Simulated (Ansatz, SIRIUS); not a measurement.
**Equation of state of TaN under PBE**

Symmetry: Pm-3m, No. 221, cubic system. Conventional cell: a = 2.732 Å, b = 2.732 Å, c = 2.732 Å, α = 90.00°, β = 90.00°, γ = 90.00°. Ta (site symmetry m-3m) is surrounded by 8 N at 2.37 Å. N (site symmetry m-3m) is surrounded by 8 Ta at 2.37 Å.

The cell comes from a database or a generator and needn't be the stable form of this composition.

The cell was scaled at fixed shape and fractions and run with SIRIUS, all-electron FP-LAPW, apw+lo standard; PBE, k mesh 10 × 10 × 10 on the cell of 2 atoms, fermi-dirac occupations of 0.05 eV, no spin polarisation, no spin-orbit coupling. Energies are those that the program minimises, any entropy of the smearing included. For a metal such a mesh isn't converged to the digits shown.

```csv
V (Å³/atom),energy over the lowest row (meV/atom)
9.5871,71.18
9.7911,38.34
9.9950,16.32
10.1990,?
10.4030,0.00
10.6070,4.11
10.8110,14.99
```

Task: Fit the third-order Birch-Murnaghan form, give V0, B0 and B′, and predict the energy left open.

Result: With y = (V0/V)^(2/3), E = E0 + (9 V0 B0/16) [(y - 1)³ B′ + (y - 1)² (6 - 4y)]. Least squares through the rows shown give V0 = 10.3968 Å³/atom, E0 = 0.06 meV, B0 = 311.7 GPa (1 eV/Å³ = 160.218 GPa) and B′ = 4.48, with a largest miss of 0.06 meV, so B0 and B′ are loose. At V = 10.1990 the form with these constants gives 3.85 meV; the run gave 3.80 meV an atom. Other set-ups at this level, from all their volumes (Å³/atom, GPa): Ansatz, Ansatz PAW (earlier soft set): V0 10.383, B0 314.9.
